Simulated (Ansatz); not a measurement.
Method: PBE, scalar-relativistic; no spin polarisation; PAW, 420 eV, 12×12×6 k-mesh, Gaussian smearing of 0.05 eV; code Ansatz. The datasets are Ansatz's generated set soft_2.

A crystal of composition XC, relaxed at this level of theory, gives this pattern between 10° and 80°.

Cu Kα1 powder pattern (kinematic, no thermal factors).
| 2θ (°) | relative intensity |
| --- | --- |
| 26.70 | 37 |
| 33.04 | 100 |
| 38.76 | 18 |
| 47.16 | 32 |
| 47.69 | 15 |
| 55.02 | 5 |
| 58.78 | 21 |
| 62.62 | 27 |
| 66.55 | 14 |
| 69.32 | 5 |
| 75.33 | 4 |
| 78.56 | 18 |

Task: Which lattice and cell does the pattern come from?

Result: Hexagonal, space group P6_3mc (No. 186), a = 3.851 Å, b = 3.851 Å, c = 4.643 Å, α = 90.00°, β = 90.00°, γ = 120.00°. The line positions fix the lattice at most, not the space group, and lines under 1 % of the strongest aren't listed; this is the group of the computed cell.

The calculation on XC, where X is one element, gave:

| Property | Result |
| --- | --- |
| Band gap | zero (semimetal) |
| Density of states at the Fermi level | about 0.05 states/(eV·atom) (so small a value isn't resolved on this mesh) |
| Bader charges | X 1.98; C -1.98 e |
| f electrons (orthogonalised atomic orbitals) | X 13.99 |
| Formation energy from the elements (0 K, uncorrected) | -0.65 eV/atom |
| Bulk modulus (Birch–Murnaghan) | 182 GPa |
| Pressure derivative B0′ | 3.9 |

Sites: X on 2b, C on 2b.

Task: Which element is X?
A. W
B. Lu
C. Hf
D. Yb

Result: C. X is Hf, so the compound is HfC.

The start was a prototype's sites filled with these elements, not a measured cell.

No spin–orbit coupling, a notable omission for heavy elements.
